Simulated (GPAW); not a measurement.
**WC in GPAW: convergence with bands over the usual count**

Crystal: WC.

```
W C
1.0
     0.00000    2.30211    2.30211
     2.30211    0.00000    2.30211
     2.30211    2.30211    0.00000
W C
1 1
Direct
  0.00000 0.00000 0.00000
  0.75000 0.75000 0.75000
```

The cell was built by a generator and needn't be a form met in nature.

* Program: GPAW 26.7.0
* Task: convergence study
* Functional: PBEsol
* Potentials or basis: PAW data sets generated in the run's folder for this functional
* Cutoff: 800 eV
* Basis: pw
* k mesh: 10 × 10 × 10
* Occupations: fermi-dirac, width 0.05 eV
* Spin: no spin polarisation

These are the settings of the first run; the series varies bands over the usual count, with any setting tied to it.

Hardware: 1 thread of Arm Neoverse V1, on a shared host.

```
bands over the usual count  energy less the tightest run, at zero smearing (meV/atom)  SCF cycles  CPU time (s)  peak memory (GiB)
                      0.72                                                       0.00           9            24               0.17
                       0.8                                                       0.00           9            26               0.17
                       0.9                                                       0.00           9            28               0.17
                         1                                                       0.00           9            30               0.17
                       1.3                                                       0.00           9            38               0.18
                       1.7                                                       0.00           9            48               0.19
                       2.5                                                       0.00           9            67                0.2
```

Against the tightest run, the energy stays within 1 meV/atom from 0.72 on. The tightest run that finished is the yardstick and may itself not be fully converged.

Spin-orbit coupling is left out, which matters for the levels of W.
